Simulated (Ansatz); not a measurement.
# Levels of theory for BaO (rocksalt)

All numbers come from Ansatz 0.2.0. (Simulation; no magnetic order is allowed.)

The cell is rocksalt BaO; cell and atoms were relaxed with r2SCAN. Space group Fm-3m (No. 225), cubic; a = 5.544 Å in the conventional setting, 21.30 Å³ an atom. Ba has 6 O at 2.77 Å; O has 6 Ba at 2.77 Å.

```cif
data_structure
_symmetry_space_group_name_H-M 'Fm-3m'
_symmetry_Int_Tables_number 225
_cell_length_a 5.5439
_cell_length_b 5.5439
_cell_length_c 5.5439
_cell_angle_alpha 90.000
_cell_angle_beta 90.000
_cell_angle_gamma 90.000
_cell_volume 170.39
loop_
_atom_site_label
_atom_site_type_symbol
_atom_site_symmetry_multiplicity
_atom_site_Wyckoff_symbol
_atom_site_fract_x
_atom_site_fract_y
_atom_site_fract_z
_atom_site_occupancy
Ba1 Ba 4 a 0.00000 0.00000 0.00000 1
O1 O 4 b 0.50000 0.00000 0.00000 1
```

Relaxed lattice by functional, symmetry kept:

| functional | k mesh | a (Å) | volume (Å³/atom) |
| --- | --- | --- | --- |
| PBE | 8×8×8 | 5.573 | 21.64 |
| r2SCAN | 8×8×8 | 5.544 | 21.30 |

Gaps on the r2SCAN cell, each the least over its mesh and the special points:
```tsv
level	k mesh	gap (eV)	kind	edges	least direct gap (eV)	rough cost
PBE	8×8×8	2.05	direct	X	2.05	2.3 core-seconds
PBE+SOC	8×8×8	2.01	direct	X	2.01	9 core-seconds
r2SCAN	8×8×8	2.38	direct	X	2.38	4 core-seconds
HSE06	6×6×6	3.32	direct	X	3.32	110 core-seconds
PBE0	6×6×6	4.05	direct	X	4.05	110 core-seconds
G0W0@PBE (127 empty bands, 120 eV, 4×4×4)	4×4×4	3.10	–	X (mesh)	–	12 core-seconds
```
PBE: smearing of 0.02 eV; the others have fixed occupations.
Wave cutoffs: 420 eV, 500 eV (r2SCAN).
The G0W0 gap is PBE's gap over the path plus the quasiparticle shift read on the mesh. The G0W0 figures hold for the stated bands, cutoff and mesh and aren't extrapolated.
Costs come from shared machines and give only the order; PBE's includes the band path. The runs had 2 threads of Arm Neoverse V1, with other jobs on the host.

The HSE06 gap is direct at X: 3.32 eV. Spin-orbit coupling changes the PBE gap by -0.04 eV, to 2.01 eV; at Γ the threefold valence level splits into a fourfold and a twofold level 0.11 eV apart, the fourfold one on top.

Taking G0W0@PBE (127 empty bands, 120 eV, 4×4×4), 3.10 eV, as the yardstick (a computed one, not at the basis limit), HSE06 comes nearest, +0.22 eV off, at about 27 times r2SCAN's cost; G0W0 itself took about 3 times r2SCAN's cost. The others: r2SCAN -0.72, PBE0 +0.95, PBE -1.05 eV. The yardstick's own error is a tenth of an eV or more. r2SCAN covers 26 % of the step from PBE to HSE06, while HSE06 needs about 27 times r2SCAN's cost (on a coarser mesh). For gaps to 0.1 eV, spin-orbit coupling (up to 0.04 eV here) can be left out. All these functionals give a gap of the same kind, direct.

r2SCAN (ground state on 6×6×6): ε∞: 3.88 in all directions. Born charges, averaged over directions: Ba +2.71, O -2.71 e.

Only the levels marked +SOC include spin-orbit coupling.

The meshes of the hybrids are coarse, so their gaps aren't converged to the digits shown.
